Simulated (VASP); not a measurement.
Input of a VASP 6.6.1 run:

INCAR

```
SYSTEM = LaB6
  PREC = Accurate
  ENCUT = 600
  EDIFF = 1E-7
  ISMEAR = 1
  SIGMA = 0.1
  LREAL = .FALSE.
  LASPH = .TRUE.
  NELM = 80
  ALGO = Normal
  ISIF = 3
  LWAVE = .FALSE.
  LCHARG = .FALSE.
  GGA = PE
  IVDW = 12
  IBRION = 2
  NSW = 90
  EDIFFG = -0.005
  KPAR = 2
```

KPOINTS

```
Automatic mesh
0
G
  10 10 10
  0 0 0
```

The input POSCAR:

```
LaB6                                    
1.0
    4.1227633620      0.0000000000     -0.0000000000
    0.0000000000      4.1227633620      0.0000000000
   -0.0000000000     -0.0000000000      4.1227633620
  La              B             
     1     6
Direct
     0.0000000000000000    0.0000000000000000    0.0000000000000000
     0.1993875770749671    0.5000000000000000    0.5000000000000000
     0.5000000000000000    0.1993875770749671    0.5000000000000000
     0.8006124229250329    0.5000000000000000    0.5000000000000000
     0.5000000000000000    0.8006124229250329    0.5000000000000000
     0.5000000000000000    0.5000000000000000    0.1993875770749671
     0.5000000000000000    0.5000000000000000    0.8006124229250329
```

Potentials or basis: VASP PAW PBE potentials, release 64 (La, B).

Run with:

```console
$ cat potpaw_PBE.64/La/POTCAR potpaw_PBE.64/B/POTCAR > POTCAR
$ mpirun -np 2 vasp_std > vasp.out
```

(1) Estimate the dispersion energy per atom.

(2) Predict the relaxed cell.

(3) What does it give for the band gap on the k mesh?

## Answers

(1) -0.264 eV.

(2) a = 4.123 Å, b = 4.123 Å, c = 4.123 Å, α = 90.00°, β = 90.00°, γ = 90.00°.

(3) none (metal or under the smearing width).
